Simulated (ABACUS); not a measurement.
# Ti (Im-3m) in ABACUS: notebook

The runs below take Ti through single point, relaxation of cell and atoms, with r2SCAN.

Everything below comes from runs of ABACUS 3.10.1. Logs are shortened: lines on timing, memory, paths and dates and some standing lists are left out, and cuts for length are marked.

## (1) Starting point

Symmetry: Im-3m, No. 229, cubic system. The conventional cell has a = 3.282 Å, b = 3.282 Å, c = 3.282 Å, α = 90.00°, β = 90.00°, γ = 90.00°. Around Ti (site symmetry m-3m) lie 8 Ti at 2.84 Å.

This isn't the form of Ti at room conditions, which is hcp.

## (2) Single point, r2SCAN

Contents of run_abacus.py:

```python
"""ABACUS run from a structure file: ASE reads it, the script writes STRU, KPT and INPUT."""
import re
import subprocess
import spglib
from ase import Atoms
from ase.io import read
from ase.units import Bohr

atoms = read("Ti.cif")
cell, frac, numbers = spglib.standardize_cell((atoms.cell[:], atoms.get_scaled_positions(), atoms.numbers), to_primitive=True, symprec=1e-4)
atoms = Atoms(numbers=numbers, cell=cell, scaled_positions=frac, pbc=True)  # the primitive cell
atoms = atoms[(-atoms.numbers).argsort(kind="stable")]  # ABACUS lists atoms element by element
pseudo = {'Ti': 'Ti_ONCV_PBE-1.2.upf'}
orbital = {'Ti': 'Ti_confined-atom_7au_3s2p2d1f.orb'}
magmoms = None
kmesh = [8, 8, 8]
params = {
    'suffix': 'Ti',
    'calculation': 'scf',
    'basis_type': 'lcao',
    'pseudo_dir': './',
    'orbital_dir': './',
    'symmetry': 1,
    'dft_functional': 'MGGA_X_R2SCAN+MGGA_C_R2SCAN',
    'ecutwfc': 100,
    'pseudo_rcut': 10,
    'nspin': 1,
    'nbands': 16,
    'ks_solver': 'genelpa',
    'smearing_method': 'fd',
    'smearing_sigma': 0.00367493,
    'scf_thr': 1e-07,
    'scf_nmax': 100,
    'mixing_type': 'broyden',
    'mixing_beta': 0.7,
    'cal_force': 1,
    'cal_stress': 1,
    'mixing_tau': 1,
    'out_mul': 1,
    'out_chg': 1,
}

symbols = atoms.get_chemical_symbols()
elements = list(dict.fromkeys(symbols))
lines = ["ATOMIC_SPECIES"] + [f"{e} {atoms.get_masses()[symbols.index(e)]:.4f} {pseudo[e]}" for e in elements]
if orbital:
    lines += ["", "NUMERICAL_ORBITAL"] + [orbital[e] for e in elements]
lines += ["", "LATTICE_CONSTANT", f"{1 / Bohr:.10f}", "", "LATTICE_VECTORS"]
lines += [" ".join(f"{x:.10f}" for x in v) for v in atoms.cell]
lines += ["", "ATOMIC_POSITIONS", "Direct"]
for e in elements:
    lines += ["", e, "0.0", str(symbols.count(e))]
    for i, p in enumerate(atoms.get_scaled_positions(wrap=False)):
        if symbols[i] == e:
            mag = "" if magmoms is None else " mag " + " ".join(str(x) for x in (magmoms[i] if isinstance(magmoms[i], list) else [magmoms[i]]))
            lines.append(" ".join(f"{x:.10f}" for x in p) + " 1 1 1" + mag)
open("STRU", "w").write("\n".join(lines) + "\n")
open("KPT", "w").write("K_POINTS\n0\nGamma\n%d %d %d 0 0 0\n" % tuple(kmesh))
open("INPUT", "w").write("INPUT_PARAMETERS\n" + "".join(f"{k:<20s}{v}\n" for k, v in params.items()))

done = subprocess.run(['mpirun', '-np', '4', 'abacus'])
if done.returncode:
    raise SystemExit(done.returncode)
log = open("OUT.Ti/running_scf.log").read()
print("final energy (eV):", re.findall(r"FINAL_ETOT_IS (\S+)", log))
```

Contents of Ti.cif:

```cif
data_Ti
_cell_length_a 3.28200000
_cell_length_b 3.28200000
_cell_length_c 3.28200000
_cell_angle_alpha 90.00000000
_cell_angle_beta 90.00000000
_cell_angle_gamma 90.00000000
_space_group_name_H-M_alt 'Im-3m'
_space_group_name_Hall '-I 4 2 3'
_space_group_IT_number 229
loop_
_space_group_symop_operation_xyz
'x,y,z'
'-x,-y,-z'
'-y,x,z'
'y,-x,-z'
'-x,-y,z'
'x,y,-z'
'y,-x,z'
'-y,x,-z'
'x,-y,-z'
'-x,y,z'
'-y,-x,-z'
'y,x,z'
'-x,y,-z'
'x,-y,z'
'y,x,-z'
'-y,-x,z'
'z,x,y'
'-z,-x,-y'
'z,-y,x'
'-z,y,-x'
'z,-x,-y'
'-z,x,y'
'z,y,-x'
'-z,-y,x'
'-z,x,-y'
'z,-x,y'
'-z,-y,-x'
'z,y,x'
'-z,-x,y'
'z,x,-y'
'-z,y,x'
'z,-y,-x'
'y,z,x'
'-y,-z,-x'
'x,z,-y'
'-x,-z,y'
'-y,z,-x'
'y,-z,x'
'-x,z,y'
'x,-z,-y'
'-y,-z,x'
'y,z,-x'
'-x,-z,-y'
'x,z,y'
'y,-z,-x'
'-y,z,x'
'x,-z,y'
'-x,z,-y'
'x+1/2,y+1/2,z+1/2'
'-x+1/2,-y+1/2,-z+1/2'
'-y+1/2,x+1/2,z+1/2'
'y+1/2,-x+1/2,-z+1/2'
'-x+1/2,-y+1/2,z+1/2'
'x+1/2,y+1/2,-z+1/2'
'y+1/2,-x+1/2,z+1/2'
'-y+1/2,x+1/2,-z+1/2'
'x+1/2,-y+1/2,-z+1/2'
'-x+1/2,y+1/2,z+1/2'
'-y+1/2,-x+1/2,-z+1/2'
'y+1/2,x+1/2,z+1/2'
'-x+1/2,y+1/2,-z+1/2'
'x+1/2,-y+1/2,z+1/2'
'y+1/2,x+1/2,-z+1/2'
'-y+1/2,-x+1/2,z+1/2'
'z+1/2,x+1/2,y+1/2'
'-z+1/2,-x+1/2,-y+1/2'
'z+1/2,-y+1/2,x+1/2'
'-z+1/2,y+1/2,-x+1/2'
'z+1/2,-x+1/2,-y+1/2'
'-z+1/2,x+1/2,y+1/2'
'z+1/2,y+1/2,-x+1/2'
'-z+1/2,-y+1/2,x+1/2'
'-z+1/2,x+1/2,-y+1/2'
'z+1/2,-x+1/2,y+1/2'
'-z+1/2,-y+1/2,-x+1/2'
'z+1/2,y+1/2,x+1/2'
'-z+1/2,-x+1/2,y+1/2'
'z+1/2,x+1/2,-y+1/2'
'-z+1/2,y+1/2,x+1/2'
'z+1/2,-y+1/2,-x+1/2'
'y+1/2,z+1/2,x+1/2'
'-y+1/2,-z+1/2,-x+1/2'
'x+1/2,z+1/2,-y+1/2'
'-x+1/2,-z+1/2,y+1/2'
'-y+1/2,z+1/2,-x+1/2'
'y+1/2,-z+1/2,x+1/2'
'-x+1/2,z+1/2,y+1/2'
'x+1/2,-z+1/2,-y+1/2'
'-y+1/2,-z+1/2,x+1/2'
'y+1/2,z+1/2,-x+1/2'
'-x+1/2,-z+1/2,-y+1/2'
'x+1/2,z+1/2,y+1/2'
'y+1/2,-z+1/2,-x+1/2'
'-y+1/2,z+1/2,x+1/2'
'x+1/2,-z+1/2,y+1/2'
'-x+1/2,z+1/2,-y+1/2'
loop_
_atom_site_label
_atom_site_type_symbol
_atom_site_symmetry_multiplicity
_atom_site_Wyckoff_symbol
_atom_site_fract_x
_atom_site_fract_y
_atom_site_fract_z
_atom_site_occupancy
Ti1 Ti 2 a 0.0000000000 0.0000000000 0.0000000000 1
```

Potentials or basis: SG15 ONCV 1.2 PBE, DZP LCAO (the cutoffs set its grid).

Run with:

```
$ OMP_NUM_THREADS=1 python run_abacus.py > log
```

running log:

```text
ABACUS v3.10.1

               Atomic-orbital Based Ab-initio Computation at UStc

 ------------------------------------------------------------------------------------

 READING GENERAL INFORMATION
                           global_out_dir = OUT.Ti/
                           global_in_card = INPUT
                               pseudo_dir = ./
                              orbital_dir = ./
                                    DSIZE = 4
                                    GSIZE = 1

 READING UNITCELL INFORMATION
                                    ntype = 1
                  lattice constant (Bohr) = 1.88973
              lattice constant (Angstrom) = 1

 READING ATOM TYPE 1
                               atom label = Ti
                      L=0, number of zeta = 3
                      L=1, number of zeta = 2
                      L=2, number of zeta = 2
                      L=3, number of zeta = 1
             number of atom for this type = 1

                        TOTAL ATOM NUMBER = 1
DIRECT COORDINATES
    atom                   x                   y                   z     mag                  vx                  vy                  vz
taud_Ti1            0.0000000000        0.0000000000        0.0000000000  0.0000        0.0000000000        0.0000000000        0.0000000000

                          Volume (Bohr^3) = 119.284
                             Volume (A^3) = 17.676

 Lattice vectors: (Cartesian coordinate: in unit of a_0)
               -1.641              +1.641              +1.641
               +1.641              -1.641              +1.641
               +1.641              +1.641              -1.641
 Reciprocal vectors: (Cartesian coordinate: in unit of 2 pi/a_0)
                   +0           +0.304692           +0.304692
            +0.304692                  +0           +0.304692
            +0.304692           +0.304692                  +0
 The esolver type has been set to : ksdft_lcao

                PAO radial cut off (Bohr) = 10

 Read in pseudopotential file is Ti_ONCV_PBE-1.2.upf
                     pseudopotential type = NC
          exchange-correlation functional = PBE
                 nonlocal core correction = 0
                        valence electrons = 12
                                     lmax = 2
                           number of zeta = 0
                     number of projectors = 6
                           L of projector = 0
                           L of projector = 0
                           L of projector = 1
                           L of projector = 1
                           L of projector = 2
                           L of projector = 2
 XC functional updated to : MGGA_X_R2SCAN+MGGA_C_R2SCAN
          exchange-correlation functional = MGGA_X_R2SCAN+MGGA_C_R2SCAN
     initial pseudo atomic orbital number = 0

 SETUP THE ELECTRONS NUMBER
            electron number of element Ti = 12
      total electron number of element Ti = 12
            AUTOSET number of electrons:  = 12
                           occupied bands = 6
                                   NLOCAL = 26
                                   NBANDS = 16
                                   NBANDS = 16
                                   NLOCAL = 26

[... 124 lines left out ...]
[... K-POINTS DIRECT COORDINATES: 29 rows ...]

 SETUP PLANE WAVES FOR WAVE FUNCTIONS
     energy cutoff for wavefunc (unit:Ry) = 100
              fft grid for wave functions = [ 36, 36, 36 ]
                    number of plane waves = 3319
                         number of sticks = 303

 PARALLEL PW FOR WAVE FUNCTIONS
     PROC   COLUMNS(POT)             PW
        1             76            830
        2             76            830
        3             76            830
        4             75            829
 --------------- sum -------------------
        4            303           3319

 SET NONLOCAL PSEUDOPOTENTIAL PROJECTORS
 max number of nonlocal projetors among all species is 6

 -------------------------------------------
 SELF-CONSISTENT
 -------------------------------------------

 SETUP SEARCHING RADIUS FOR PROGRAM TO SEARCH ADJACENT ATOMS
                  longest orb rcut (Bohr) = 7
   longest nonlocal projector rcut (Bohr) = 2.52
                     search radius (Bohr) = 19
              searching radius is (Bohr)) = 19
         searching radius unit is (Bohr)) = 1.89
                         PeriodicBoundary = 1
                        Radius(unit:lat0) = 10.1
                                   glayer = [ 6, 6, 6 ]
                             glayer_minus = [ 5, 5, 5 ]

Find the coordinate range of the input atom(unit:lat0).
                                  min_tau = [ -24.6, -24.6, -24.6 ]
                                  max_tau = [ 24.6, 24.6, 24.6 ]
                                BoxNumber = [ 11, 11, 11 ]

 SETUP EXTENDED REAL SPACE GRID FOR GRID INTEGRATION
                          real space grid = [ 36, 36, 36 ]
                 big cell numbers in grid = [ 12, 12, 12 ]
             meshcell numbers in big cell = [ 3, 3, 3 ]
                        extended fft grid = [ 20, 20, 20 ]
                dimension of extened grid = [ 53, 53, 53 ]
                            UnitCellTotal = 125
              Atom number in sub-FFT-grid = 1
    Local orbitals number in sub-FFT-grid = 26
                                ParaV.nnr = 25181
                                 init_chg = atomic

 LCAO ALGORITHM --------------- ION=   1  ELEC=   1--------------------------------

 Density error is 0.0773688579961
----------------------------------------------------------
     Energy           Rydberg                 eV
----------------------------------------------------------
 E_KohnSham     -115.3410196697      -1569.2950806386
 E_Harris       -117.5862216678      -1599.8426209727
 E_Fermi        1.0044323825         13.6660036575
----------------------------------------------------------
[... 91 lines left out ...]
 Density error is 3.52183933989e-08
----------------------------------------------------------
     Energy           Rydberg                 eV
----------------------------------------------------------
 E_KohnSham     -115.3817211099      -1569.8488521418
 E_KS(sigma->0) -115.3809599506      -1569.8384960380
 E_Harris       -115.3817204964      -1569.8488437938
 E_band         -12.7755233855       -173.8199129752
 E_one_elec     -39.9227591371       -543.1770041458
 E_Hartree      23.3162301791        317.2335863156
 E_xc           -14.2779006733       -194.2608046349
 E_Ewald        -84.4957691600       -1149.6239174692
 E_entropy(-TS) -0.0015223186        -0.0207122076
 E_descf        0.0000000000         0.0000000000
 E_exx          0.0000000000         0.0000000000
 E_Fermi        0.9631014877         13.1036679854
----------------------------------------------------------

 charge density convergence is achieved
 final etot is -1569.8488521 eV
 EFERMI = 13.103667985 eV

 STATE ENERGY(eV) AND OCCUPATIONS    NSPIN == 1
 1/29 kpoint (Cartesian) = 0.0000 0.0000 0.0000 (485 pws)
       1       -46.3307     0.00390625
       2       -21.0014     0.00390625
       3       -21.0014     0.00390625
       4       -21.0014     0.00390625
       5        6.62560     0.00390625
       6        14.2779    2.46919e-13
[... 8 lines left out ...]
      15        40.2366        0.00000
      16        41.2118        0.00000
[... 76 lines left out ...]
       3       -21.0665      0.0937500
       4       -21.0246      0.0937500
       5        8.16287      0.0937500
       6        13.7042    5.69967e-07
[... 8 lines left out ...]
      15        37.2273        0.00000
      16        39.4413        0.00000

[... levels at 23 further k points ...]

 correction force for each atom along direction 1 is -3.63947e-15
 correction force for each atom along direction 2 is 1.54042e-14
 correction force for each atom along direction 3 is -8.29226e-14
------------------------------------------------------------------------------------------
 TOTAL-FORCE (eV/Angstrom)
------------------------------------------------------------------------------------------
                       Ti1         0.0000000000         0.0000000000         0.0000000000
------------------------------------------------------------------------------------------

----------------------------------------------------------------
 TOTAL-STRESS (KBAR)
----------------------------------------------------------------
       -29.3393669025         0.0000000000         0.0000000000
         0.0000000000       -29.3393669025        -0.0000000000
         0.0000000000        -0.0000000000       -29.3393669025
----------------------------------------------------------------
 TOTAL-PRESSURE: -29.339367 KBAR

 --------------------------------------------
 !FINAL_ETOT_IS -1569.8488521418191795 eV
 --------------------------------------------
```

It took 14 s on 4 MPI ranks of Intel Xeon Platinum 8488C (Sapphire Rapids), shared host; peak memory 0.36 GiB.

Results:

```
Free energy            : -1569.8489 eV
Pressure               : -2.9 GPa
Band gap on the k mesh : none (metal or under the smearing width)
```

Levels at points of the mesh, in eV from the Fermi level:
| k point | band 2 | band 3 | band 4 | band 5 | band 6 | band 7 | band 8 | band 9 | band 10 | band 11 |
| --- | --- | --- | --- | --- | --- | --- | --- | --- | --- | --- |
| (0.00, 0.00, 0.00) | -34.11 | -34.11 | -34.11 | -6.48 | 1.17 | 1.17 | 1.17 | 2.96 | 2.96 | 18.37 |
| (0.50, 0.50, 0.00) | -34.75 | -34.31 | -34.11 | -2.58 | -0.30 | 0.81 | 2.95 | 3.32 | 4.51 | 9.08 |
| (0.50, 0.50, 0.50) | -34.54 | -34.54 | -34.54 | -2.21 | -2.21 | 4.14 | 4.14 | 4.14 | 8.55 | 8.55 |

Caveat: the atomic orbitals were generated for these runs and aren't a published set; the potentials were made for another functional, which shifts forces and pressure; the basis of atomic orbitals isn't converged, which shifts pressures, moduli and gaps.

## (3) Relaxation of cell and atoms, r2SCAN

run_abacus.py, as its differences from that of step 2:

```diff
@@ -18,3 +18,3 @@
     'suffix': 'Ti',
-    'calculation': 'scf',
+    'calculation': 'cell-relax',
     'basis_type': 'lcao',
@@ -27,3 +27,3 @@
     'nspin': 1,
-    'nbands': 16,
+    'nbands': 10,
     'ks_solver': 'genelpa',
@@ -39,3 +39,7 @@
     'out_mul': 1,
-    'out_chg': 1,
+    'relax_nmax': 60,
+    'force_thr_ev': 0.005,
+    'relax_method': 'cg',
+    'out_stru': 1,
+    'stress_thr': 1,
 }
@@ -63,3 +67,3 @@
     raise SystemExit(done.returncode)
-log = open("OUT.Ti/running_scf.log").read()
+log = open("OUT.Ti/running_cell-relax.log").read()
 print("final energy (eV):", re.findall(r"FINAL_ETOT_IS (\S+)", log))
```

Ti.cif is that of step 2.

Potentials or basis: SG15 ONCV 1.2 PBE, DZP LCAO (the cutoffs set its grid).

Run with:

```
$ OMP_NUM_THREADS=1 python run_abacus.py > log
```

Wall time 39 s (4 MPI ranks of Intel Xeon Platinum 8488C (Sapphire Rapids), shared host); peak memory 0.36 GiB.

The run converged. Its results:

```yaml
Free_energy: -1569.8533 eV
Relaxed_volume: 17.20 Å³/atom
Relaxed_cell: a = 2.816 Å, b = 2.816 Å, c = 2.816 Å, α = 109.47°, β = 109.47°, γ = 109.47°
Space_group_after_relaxing_to_0.05_Å: Im-3m (No. 229)
Energy_gained_by_relaxing: 4.5 meV/atom
Ionic_steps: 3
Pressure_after_relaxing: 0.0 GPa
```

The path:
| step | energy change (eV) | largest force (eV/Å) | pressure (GPa) | volume (Å³) |
| --- | --- | --- | --- | --- |
| 1 | 0.0000 | 0.0000 | -2.93 | 17.68 |
| 2 | -0.0017 | 0.0000 | 2.51 | 16.83 |
| 3 | -0.0045 | 0.0000 | -0.02 | 17.20 |

Final structure:
```
CELL_PARAMETERS angstrom
-1.62609 1.62609 1.62609
1.62609 -1.62609 1.62609
1.62609 1.62609 -1.62609
ATOMIC_POSITIONS crystal
Ti 0.00000 0.00000 0.00000
```

Caveat: the atomic orbitals were generated for these runs and aren't a published set; the potentials were made for another functional, which shifts forces and pressure; the basis of atomic orbitals isn't converged, which shifts pressures, moduli and gaps.
